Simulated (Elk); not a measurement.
# FeGe: moments or none, part 2 of 2

Wanted: the moments of FeGe and the energy gained by spin polarisation.

Elk 11.2.3 (patched build); PBE; all-electron APW+lo, Dirac cores, scalar-relativistic bands.

So far. Step 2 (Order 1, typed as ferro +++): After 19 cycles the largest moment stands at 1.48 μB.

## Step 3: Order 2, typed as no spin polarisation

This run holds no moments, which gives a state to set the others against.

File elk.in:

```
tasks
  0

xctype
  20

rgkmax
  7.0

nempty
  12

swidth
  0.001837

epsengy
  1e-05

maxscl
  100

lmaxi
  3

sppath
  './'

avec
  9.44409969445 0.00000000000 0.00000000000
  -4.72204984723 8.17883025124 0.00000000000
  0.00000000000 0.00000000000 7.77766174582

atoms
  2
  'Fe.in'
  3
  0.5000000000 0.0000000000 0.0000000000   0.000000 0.000000 0.000000
  0.5000000000 0.5000000000 0.0000000000   0.000000 0.000000 0.000000
  0.0000000000 0.5000000000 0.0000000000   0.000000 0.000000 0.000000
  'Ge.in'
  3
  0.0000000000 0.0000000000 0.0000000000   0.000000 0.000000 0.000000
  0.3333333300 0.6666666700 0.5000000000   0.000000 0.000000 0.000000
  0.6666666700 0.3333333300 0.5000000000   0.000000 0.000000 0.000000

ngridk
  8 8 8
```

The run is started by

```sh
> OMP_NUM_THREADS=4 elk
```

Numbers of over 12 decimals in the logs are rounded to 6 here.

The log of the run:

```text
Warning(gndstate): core states of species 2 leak from the muffin-tin :   0.4822504759E-03

--- INFO.OUT ---
┌─────────────────────────┐
│ Elk code version 11.2.3 │
└─────────────────────────┘

All units are atomic (Hartree, Bohr, etc.)

┌─────────────────────────────────────────────────┐
│ Ground-state run starting from atomic densities │
└─────────────────────────────────────────────────┘

Lattice vectors :
   9.444099694       0.000000000       0.000000000
  -4.722049847       8.178830251       0.000000000
   0.000000000       0.000000000       7.777661746

Species : 1 (Fe)
 parameters loaded from : Fe.in
 name : iron
 nuclear charge    :   -26.00000000
 electronic charge :    26.00000000
 atomic mass :    101799.2075
 muffin-tin radius :    2.336024924
 number of radial points in muffin-tin :    993
 inner part over the whole radius :   0.9975523402E-02
 number on inner part of muffin-tin    :    700
 approximate nuclear radius :   0.7160107270E-04
 number of mesh points to nuclear radius :    332
 atomic positions (lattice), magnetic fields (Cartesian) :
  1 :   0.00000000  0.00000000  0.00000000    0.00000000  0.00000000  0.00000000
  2 :   0.00000000  0.50000000  0.00000000    0.00000000  0.00000000  0.00000000
  3 :   0.50000000  0.50000000  0.00000000    0.00000000  0.00000000  0.00000000

Species : 2 (Ge)
 parameters loaded from : Ge.in
 name : germanium
 nuclear charge    :   -32.00000000
 electronic charge :    32.00000000
 atomic mass :    132414.6196
 muffin-tin radius :    2.336024924
 number of radial points in muffin-tin :    993
 inner part over the whole radius :   0.9985464432E-02
 number on inner part of muffin-tin    :    702
 approximate nuclear radius :   0.7637961215E-04
 number of mesh points to nuclear radius :    341
 atomic positions (lattice), magnetic fields (Cartesian) :
  1 :   0.50000000  0.00000000  0.00000000    0.00000000  0.00000000  0.00000000
  2 :  -0.16666667 -0.33333333  0.50000000    0.00000000  0.00000000  0.00000000
  3 :   0.16666667  0.33333333  0.50000000    0.00000000  0.00000000  0.00000000

Total number of atoms per unit cell :    6
Total muffin-tin volume :    320.3850746
 ratio of muffin-tin to unit cell volume :   0.5332998563

Spin treatment :
 spin-unpolarised

Number of Bravais lattice symmetries :   24
Number of crystal symmetries         :   24
Crystal has inversion symmetry
Real symmetric eigensolver will be used

k-point grid :      8     8     8
k-point offset :    0.000000000       0.000000000       0.000000000
k-point set is reduced with full crystal symmetry group
Total number of k-points :       50

Muffin-tin radius times maximum |G+k| :    7.000000000
 using average radius
Maximum |G+k| for APW functions       :    2.996543371
Maximum (1/2)|G+k|²                   :    4.489636088
Maximum |G| for potential and density :    12.00000000
Constant for pseudocharge density :    7
 order of it for each species :   14  14
 order of it for pair densities of each species (exact exchange by exxq0 0: 14) :   10  10
Radial integration step length :    1

G-vector grid sizes :     40    40    30
Number of G-vectors :    17501

Maximum angular momentum used for
 APW functions            :    8
 outer part of muffin-tin :    6
 inner part of muffin-tin :    3

Number of empty states         :     72
Total number of valence states :    118
Total number of core states    :     84

Third-order local-orbitals added for an l without core states : T
Total number of local-orbitals :    129

Exchange-correlation functional :     20     0     0
 Perdew-Burke-Ernzerhof, Phys. Rev. Lett. 77, 3865 (1996)
 gradient requirement :    1
 generalised gradient approximation (GGA)

Smearing type :    3
 Fermi-Dirac
Smearing width :   0.1837000000E-02
Effective electronic temperature (K) :    580.0787206

Mixing type :    3
 Broyden mixing, J. Phys. A: Math. Gen. 17, L317 (1984)

Kohn-Sham potential initialised from atomic data

┌──────────────────────────────┐
│ Self-consistent loop started │
└──────────────────────────────┘

┌─────────────────┐
│ Loop number : 1 │
└─────────────────┘

Energies :
 Fermi                       :     0.119190
 sum of occupied eigenvalues :     -5847.1071907015
 electron kinetic            :      10309.813705983
 core electron kinetic       :      9408.4583935994
 Coulomb                     :     -20017.208587595
 Coulomb potential           :     -15582.706123139
 nuclear-nuclear             :     -1509.5448382525
 electron-nuclear            :     -21480.308927271
 Hartree                     :      2972.6451779292
 Madelung                    :     -12225.855526025
 xc potential                :     -574.21477354475
 exchange                    :     -400.23255712191
 correlation                 :     -8.388203
 electron entropic           :    -0.36558454245493E-02
 total energy                :     -10116.019297141

Density of states at Fermi energy :    334.5399742
 (states/Hartree/unit cell)

Estimated indirect band gap :   0.5183440746E-04
 from k-point 33 to k-point 27
Estimated direct band gap   :   0.1928157586E-02
 at k-point 26

Charges :
 core                        :    84.00000000
 valence                     :    90.00000000
 interstitial                :    6.388611072
 muffin-tins (core leakage)
  species : 1 (Fe)
   atom 1                    :    25.94763002     ( -0.2242530517E-06)
   atom 2                    :    25.94763002     ( -0.2242530517E-06)
   atom 3                    :    25.94763002     ( -0.2242530517E-06)
  species : 2 (Ge)
   atom 1                    :    29.91290544     (  0.5040456800E-03)
   atom 2                    :    29.92779672     (  0.5071261833E-03)
   atom 3                    :    29.92779672     (  0.5071261833E-03)
 total in muffin-tins        :    167.6113889
 total calculated charge     :    173.9971388
 total charge                :    174.0000000
 error                       :   0.2861226102E-02

[... earlier loops left out ...]

┌──────────────────┐
│ Loop number : 21 │
└──────────────────┘

Energies :
 Fermi                       :     0.288383
 sum of occupied eigenvalues :     -5828.2479906273
 electron kinetic            :      10300.157678502
 core electron kinetic       :      9407.9913830034
 Coulomb                     :     -20008.701984569
 Coulomb potential           :     -15599.280805228
 nuclear-nuclear             :     -1509.5448382525
 electron-nuclear            :     -21445.886296223
 Hartree                     :      2946.7291499064
 Madelung                    :     -12209.061581956
 xc potential                :     -529.12486390184
 exchange                    :     -398.74713049865
 correlation                 :     -8.378958
 electron entropic           :    -0.47344360504257E-02
 total energy                :     -10115.675129199

Density of states at Fermi energy :    451.1664633
 (states/Hartree/unit cell)

Estimated indirect band gap :   0.1277834057E-03
 from k-point 8 to k-point 34
Estimated direct band gap   :   0.5318838269E-03
 at k-point 31

Charges :
 core                        :    84.00000000
 valence                     :    90.00000000
 interstitial                :    7.350895448
 muffin-tins (core leakage)
  species : 1 (Fe)
   atom 1                    :    25.14053960     ( -0.2242530694E-06)
   atom 2                    :    25.14053960     ( -0.2242530694E-06)
   atom 3                    :    25.14053960     ( -0.2242530694E-06)
  species : 2 (Ge)
   atom 1                    :    30.38151323     (  0.4799512501E-03)
   atom 2                    :    30.42298626     (  0.4822504759E-03)
   atom 3                    :    30.42298626     (  0.4822504759E-03)
 total in muffin-tins        :    166.6491046
 total calculated charge     :    173.9973078
 total charge                :    174.0000000
 error                       :   0.2692216557E-02

┌──────────────────────────────┐
│ Self-consistent loop stopped │
└──────────────────────────────┘

Warning : core states of species 2 leak from the muffin-tin :   0.4822504759E-03

Wrote STATE.OUT
```

Wall time 61 s (4 threads of Arm Neoverse V1, shared host); peak memory 0.24 GiB.

Read from the output:

| Quantity | Value |
| --- | --- |
| density of states at the Fermi level | 16.58 states/eV/cell |
| final state | non-magnetic (no spin polarisation) |

It lies 250 meV a seeded atom over the first start.

## Step 4: The states side by side

These are free energies at a smearing of 0.05 eV, so its entropy term is in the differences. They are divided by the number of seeded atoms, so that cells of unlike size compare.

Orders:

| start | final state | typed order kept | energy over the lowest (meV a seeded atom) | largest sphere moment (μB) | net moment (μB a primitive cell) | DOS at the Fermi level (states/eV a primitive cell) | mesh matched | CPU time (s) |
| --- | --- | --- | --- | --- | --- | --- | --- | --- |
| ferro +++ | ferromagnetic | yes | 0 | 1.48 | 4.119 | 4.582 | yes | 2354 |
| no spin polarisation | non-magnetic | - | 249.8 | 0 | 0 | 16.58 | yes | 231.1 |

## Step 5: What came out

```
lower run                          : with moments
largest site moment                : 1.48 μB
energy gained by spin polarisation : 250 meV a seeded atom
```

What this shows: The crystal holds moments, up to 1.48 μB, and gains 250 meV a seeded atom by them. No antiferromagnetic order was tried, so the session says nothing on how the moments order.

[Logs and program files are shortened in this print: banners, set-up blocks, solver, clock and traceback lines can be left out without a mark of their own.]

[Logs are printed without paths, hosts, clocks, repeated set-up lines and the standing remarks that a program may print on its own settings, such as how far it seeks lower states.]

[Hosts, paths, dates, database ids (printed as entryN), source tags and the programs' standing remarks are cut or masked in the printed files.]

[Where a cell is said to come from a database of computed structures, the database is the Materials Project.]
